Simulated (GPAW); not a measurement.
# BP (F-43m) in GPAW: single point with PBE

Aim: the single point of BP with PBE.

Program: GPAW 26.7.0. These are calculated values, not measurements. Logs are shortened: lines on timing, memory, paths and dates and some standing lists are left out, and cuts for length are marked. The log counts tension as positive stress, the text compression.

**1. The crystal as given**

It takes space group F-43m (No. 216, cubic). The conventional cell has a = 4.538 Å, b = 4.538 Å, c = 4.538 Å, α = 90.00°, β = 90.00°, γ = 90.00°. P (site symmetry -43m) is surrounded by 4 B at 1.97 Å. Around B (site symmetry -43m) lie 4 P at 1.97 Å.

**2. Single point, PBE**

run.py reads:

```python
from ase.dft.bandgap import bandgap
from ase.io import read, write
from ase.units import GPa
from gpaw import GPAW, PW

atoms = read('BP.xyz')

calc = GPAW(mode=PW(650),
            xc='PBE',
            kpts={'size': (8, 8, 8), 'gamma': True},
            occupations={'name': 'fermi-dirac', 'width': 0.05},
            nbands=11,
            maxiter=120,
            txt='gpaw.txt')
atoms.calc = calc
energy = atoms.get_potential_energy()
forces = atoms.get_forces()
stress = atoms.get_stress()
calc.write('gs.gpw')
write('result.traj', atoms)
print(f'Energy: {energy:.6f} eV')
print('Forces (eV/A):')
print(forces.round(4))
print('Stress (GPa):', (stress / GPa).round(3))
print('Fermi level:', round(calc.get_fermi_level(), 4), 'eV')
print(f'Gap: {bandgap(calc)[0]:.4f} eV, direct: {bandgap(calc, direct=True)[0]:.4f} eV')
```

BP.xyz reads:

```xyz
2
Lattice="0.0000000000 2.2690000000 2.2690000000 2.2690000000 0.0000000000 2.2690000000 2.2690000000 2.2690000000 0.0000000000" Properties=species:S:1:pos:R:3 pbc="T T T"
P      3.4035000000      3.4035000000      3.4035000000
B      0.0000000000      0.0000000000      0.0000000000
```

Potentials or basis: GPAW PAW data sets (gpaw-data 1.2.1), pw.

Launch:

```
> OMP_NUM_THREADS=1 python run.py
```

gpaw.txt:

```text
__  _  _
 | _ |_)|_||  |
 |__||  | ||/\| - 26.7.0

Input parameters:
  mode=PW(ecut=650.0),
  kpts=MonkhorstPack(size=(8, 8, 8), gamma=True),
  maxiter=120,
  nbands=11,
  occupations=Occupations(name='fermi-dirac', width=0.05),
  xc=XC(name='PBE')

Diagonalizing LCAO Hamiltonian
Converting LCAO to pw mode

                  P

       B

Atoms  # Å, Bohr magnetons
|   | symbol |        x |        y |        z |    initial magnetic moments |
|---|--------|----------|----------|----------|-----------------------------|
| 0 |      P | 3.403500 | 3.403500 | 3.403500 | ( 0.0000,  0.0000,  0.0000) |
| 1 |      B | 0.000000 | 0.000000 | 0.000000 | ( 0.0000,  0.0000,  0.0000) |

Unit cell  # Å
| periodic |        x |        y |        z |  lengths |    angles |
|----------|----------|----------|----------|----------|-----------|
|      yes | 0.000000 | 2.269000 | 2.269000 | 3.208851 | 60.000000 |
|      yes | 2.269000 | 0.000000 | 2.269000 | 3.208851 | 60.000000 |
|      yes | 2.269000 | 2.269000 | 0.000000 | 3.208851 | 60.000000 |

Number of symmetries: 24
Symmetry operations  # r_c * U_cc + t_c -> r_c
|    | kind |            matrix            |
|----|------|------------------------------|
|  0 |  E   |  1, 0, 0,  0, 1, 0,  0, 0, 1 |
|  1 |  σ   |  1, 0, 0,  0, 0, 1,  0, 1, 0 |
|  2 |  σ   |  1, 0,-1,  0, 1,-1,  0, 0,-1 |
|  3 |  C3  |  1, 0,-1,  0, 0,-1,  0, 1,-1 |
|  4 |  C3  |  1,-1, 0,  0,-1, 1,  0,-1, 0 |
|  5 |  σ   |  1,-1, 0,  0,-1, 0,  0,-1, 1 |
|  6 |  σ   |  0, 1, 0,  1, 0, 0,  0, 0, 1 |
|  7 |  C3  |  0, 1, 0,  0, 0, 1,  1, 0, 0 |
|  8 |  C2  |  0, 1,-1,  1, 0,-1,  0, 0,-1 |
|  9 |  S4  |  0, 1,-1,  0, 0,-1,  1, 0,-1 |
| 10 |  C3  |  0, 0, 1,  1, 0, 0,  0, 1, 0 |
| 11 |  σ   |  0, 0, 1,  0, 1, 0,  1, 0, 0 |
| 12 |  S4  |  0, 0,-1,  1, 0,-1,  0, 1,-1 |
| 13 |  C3  |  0, 0,-1,  0, 1,-1,  1, 0,-1 |
| 14 |  S4  |  0,-1, 1,  1,-1, 0,  0,-1, 0 |
| 15 |  C2  |  0,-1, 1,  0,-1, 0,  1,-1, 0 |
| 16 |  C3  |  0,-1, 0,  1,-1, 0,  0,-1, 1 |
| 17 |  S4  |  0,-1, 0,  0,-1, 1,  1,-1, 0 |
| 18 |  S4  | -1, 1, 0, -1, 0, 1, -1, 0, 0 |
| 19 |  C3  | -1, 1, 0, -1, 0, 0, -1, 0, 1 |
| 20 |  C3  | -1, 0, 1, -1, 1, 0, -1, 0, 0 |
| 21 |  S4  | -1, 0, 1, -1, 0, 0, -1, 1, 0 |
| 22 |  σ   | -1, 0, 0, -1, 1, 0, -1, 0, 1 |
| 23 |  C2  | -1, 0, 0, -1, 0, 1, -1, 1, 0 |

BZ-sampling:
  Number of BZ points: 512
  Number of IBZ points: 29

  Monkhorst-Pack size: [8, 8, 8]
  Monkhorst-Pack shift: [0.0625, 0.0625, 0.0625]

K-points  # in reciprocal-cell coordinates
|     |                                coordinates |     weight |
|-----|--------------------------------------------|------------|
|   0 | (  0.00000000,   0.00000000,   0.00000000) | 0.00195312 |
|   1 | (  0.12500000,   0.12500000,   0.00000000) | 0.01171875 |
|   2 | (  0.12500000,   0.12500000,   0.12500000) | 0.01562500 |
|   3 | (  0.25000000,   0.12500000,   0.12500000) | 0.02343750 |
|   4 | (  0.25000000,   0.25000000,   0.00000000) | 0.01171875 |
|   5 | (  0.25000000,   0.25000000,   0.12500000) | 0.04687500 |
|   6 | (  0.25000000,   0.25000000,   0.25000000) | 0.01562500 |
|   7 | (  0.37500000,   0.25000000,  -0.37500000) | 0.04687500 |
|   8 | (  0.37500000,   0.25000000,   0.12500000) | 0.04687500 |
|   9 | (  0.37500000,   0.25000000,   0.25000000) | 0.04687500 |
| ... |                                            |            |
|  28 | (  0.50000000,   0.50000000,   0.50000000) | 0.00781250 |

Plane wave coefficients: 893
Cutoff: 650.0 eV

Spin-components: 1 (collinear spins)
Bands:           11
Projectors:      10
Spin-degeneracy: 2
Datatype:        complex128

Parallelization:
  kpt:    1
  domain: 1
  band:   1

Density:
  Valence electrons: 8.0
  Components: 1
  Grid points: [20 20 20]
  Charge: 0.0  # |e|

Potential:
  Grid points: [20 20 20]

species:
  P:
    name:    Phosphorus
    Z:       15.0
    valence: 5
    core:    10
    charge:  0.0  # [|e|]
    compensation charges:
      type: gauss
      rc: 0.30  # [Å]
      lmax: 2
    cutoffs:
      filter: 1.69  # [Å]
      core: 1.81  # [Å]
    projectors
    | kind |    occ | energy [eV] | rcut [Å] |
    |------|--------|-------------|----------|
    |   3s |  2.000 |     -13.968 |    0.953 |
    |   3p |  3.000 |      -5.506 |    0.953 |
    |    s |        |      13.244 |    0.953 |
    |    p |        |      21.705 |    0.953 |
    |    d |        |       0.000 |    0.953 |

    Using partial waves for P as LCAO basis

  B:
    name:    Boron
    Z:       5.0
    valence: 3
    core:    2
    charge:  0.0  # [|e|]
    compensation charges:
      type: gauss
      rc: 0.20  # [Å]
      lmax: 2
    cutoffs:
      filter: 1.14  # [Å]
      core: 1.38  # [Å]
    projectors
    | kind |    occ | energy [eV] | rcut [Å] |
    |------|--------|-------------|----------|
    |   2s |  2.000 |      -9.443 |    0.635 |
    |   2p |  1.000 |      -3.606 |    0.635 |
    |    s |        |      17.768 |    0.635 |
    |    p |        |      23.605 |    0.635 |
    |    d |        |       0.000 |    0.635 |

    Using partial waves for B as LCAO basis

Reference energy: -9972.403226  # eV

eigensolver:
  PPCG
  Converge bands: occupied
  niter=2

density mixing:
  MSR1-Mixer
  Pratt-step length: 0.05
  Maximum mixing coefficient: 0.75
  Old densities: 10
  SVD Regularization: 0.005
  Good broyden scale: 1.0
  Trust region scale: 1.0
  Backstep threshold: 4.0
  History deletion threshold: 6.0
  Fourier metric: weight=20.0, sigma=0.015

occupation numbers:
  Fermi-Dirac:
    width: 0.0500  # eV

poisson solver:
  ecut: 5200.0  # eV

xc functional:
  name: PBE with 2 nearest neighbor stencil

convergence criteria:
- Maximum [total energy] change in last 3 cyles: 0.0005 eV / valence electron
- Maximum integral of absolute [dens]ity change: 0.0001 electrons / valence electron
- Maximum integral of absolute [eigenst]ate change: 4e-08 eV^2 / valence electron
maximum number of iterations: 120

SCF iterations
|iter     | |      energy | eigst |  dens |
|---------|-|-------------|-------|-------|
|iter:   1| |  -13.500002 | +0.11 |       |
|iter:   2| |  -13.388025 | -2.12 | -0.71 |
|iter:   3| |  -12.891685 | -1.52 | -0.74 |
|iter:   4| |  -12.885745 | -3.00 | -1.44 |
|iter:   5| |  -12.885831 | -4.07 | -1.95 |
|iter:   6| |  -12.885862c| -5.51 | -2.62 |
|iter:   7| |  -12.885862c| -7.19 | -3.72 |
|iter:   8| |  -12.885862c| -8.54c| -4.32c|

Converged in 8 steps
Energy contributions relative to reference atoms: (reference = -9972.403226)

Energy contributions:
  Kinetic:          13.557291
  Coulomb:         -11.811718
  Zero:             -0.025857
  External:          0.000000
  Xc:              -14.605578
  Entropy:          -0.000000
  Spinorbit:         0.000000
  ----------------------------
  Free energy:     -12.885862
  Extrapolated:    -12.885862

dipole moment: (-3.352018, -3.352018, -3.352018)  # |e|*Ang

Fermi level: 8.828
Eigenvalues  # (at kpt = [0.000, 0.000, 0.000])
| band index |      eig [eV] | occ [0-2] |
|------------|---------------|-----------|
|          0 |        -7.249 |     2.000 |
|          1 |         8.211 |     2.000 |
|          2 |         8.211 |     2.000 |
|          3 |         8.211 |     2.000 |
|          4 |        11.616 |     0.000 |
|          5 |        11.616 |     0.000 |
|          6 |        11.616 |     0.000 |
|          7 |        15.605 |     0.000 |
|          8 |        19.768 |     0.000 |
|          9 |        20.238 |     0.000 |
|         10 |        20.238 |     0.000 |

Gap: 1.274 eV
Transition (v -> c):
  (s=0, k=0, n=3, [0.00, 0.00, 0.00]) -> (s=0, k=12, n=4, [0.38, 0.38, 0.00])
Direct/indirect transitions are different
Direct gap: 3.405 eV
Transition at: (s=0, k=0, n=3, [0.00, 0.00, 0.00])

Forces  # eV/Ang
|        x |        y |       z |
|----------|----------|---------|
| -0.00000 | -0.00000 | 0.00000 |  # P    0
| -0.00000 |  0.00000 | 0.00000 |  # B    1

Stress tensor  # eV/Ang^3
|         x |         y |         z |
|-----------|-----------|-----------|
| -0.008744 | -0.000000 |  0.000000 |
| -0.000000 | -0.008744 | -0.000000 |
|  0.000000 | -0.000000 | -0.008744 |

# Writing to gs.gpw (mode='')
```

Wall time 4.4 s (1 thread of Arm Neoverse V2, shared host); peak memory 0.16 GiB.

What came out:

```
Free energy            : -12.8859 eV
Pressure               : 1.4 GPa
Band gap on the k mesh : 1.27 eV, indirect (least direct gap 3.41 eV)
```

Levels at points of the mesh, in eV from the valence-band top:
```csv
k point,band 1,band 2,band 3,band 4,band 5,band 6,band 7
"(0.00, 0.00, 0.00)",-15.46,0.00,0.00,0.00,3.41,3.41,3.41
"(0.50, 0.50, 0.00)",-10.60,-8.58,-4.11,-4.11,1.34,1.66,12.09
"(0.50, 0.50, 0.50)",-12.13,-9.03,-1.76,-1.76,3.78,4.71,4.71
```

Caveat: the cutoff is short for stress and forces, so pressures can be off by a GPa or more.
